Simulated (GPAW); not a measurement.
Here is a GPAW 26.7.0 calculation.

The input run.py:

```python
from ase import Atoms
from ase.dft.bandgap import bandgap
from ase.io import write
from ase.units import GPa
from gpaw import GPAW, PW

atoms = Atoms(['Ni', 'O', 'O'],
              cell=[[2.798781865, 0.0, 0.0],
                    [-1.3993909325, 2.4238161948, 0.0],
                    [0.0, 0.0, 4.618273]],
              scaled_positions=[[0.0, 0.0, 0.5],
                                [0.3333333333, 0.6666666667, 0.293961],
                                [0.6666666667, 0.3333333333, 0.706039]],
              pbc=True)
atoms.set_initial_magnetic_moments([1.0, 0.0, 0.0])

calc = GPAW(mode=PW(800),
            xc='MGGA_X_R2SCAN+MGGA_C_R2SCAN',
            kpts={'size': (7, 7, 4), 'gamma': True},
            occupations={'name': 'fermi-dirac', 'width': 0.05},
            nbands=26,
            convergence={'density': 1e-05, 'energy': 1e-05},
            maxiter=150,
            txt='gpaw.txt')
atoms.calc = calc
energy = atoms.get_potential_energy()
forces = atoms.get_forces()
stress = atoms.get_stress()
calc.write('gs.gpw')
write('result.traj', atoms)
print(f'Energy: {energy:.6f} eV')
print('Forces (eV/A):')
print(forces.round(4))
print('Stress (GPa):', (stress / GPa).round(3))
print('Moments:', calc.get_magnetic_moments().round(3))
print('Fermi level:', round(calc.get_fermi_level(), 4), 'eV')
print(f'Gap: {bandgap(calc)[0]:.4f} eV, direct: {bandgap(calc, direct=True)[0]:.4f} eV')

path = atoms.cell.bandpath('GMKGALHA,LM,KH', npoints=80, eps=1e-4)
bs_calc = calc.fixed_density(kpts=path, symmetry='off', nbands=38,
                             convergence={'bands': 'CBM+6.0', 'eigenstates': 1e-6}, txt='bands.txt')
bs = bs_calc.band_structure()
bs.write('bs.json')
print(f'Gap on the path: {bandgap(bs_calc)[0]:.4f} eV')
```

Potentials or basis: GPAW PAW data sets (gpaw-data 1.2.1), pw.

The run is started by

```console
$ OMP_NUM_THREADS=1 python run.py
```

(1) Predict the band gap along the path.

(2) Estimate the pressure.

(3) Estimate the band gap on the k mesh.

Results:

(1) 1.54 eV, indirect (least direct gap 1.83 eV).

(2) -1.6 GPa.

(3) 1.43 eV, indirect (least direct gap 1.69 eV).

Caveat: the stock nickel data set gives pressures a few GPa off other programs; the run has no moments, though such compounds are often magnetic; a magnetic state may lie lower; the PAW data sets were made with another functional, which shifts forces and pressure a little.
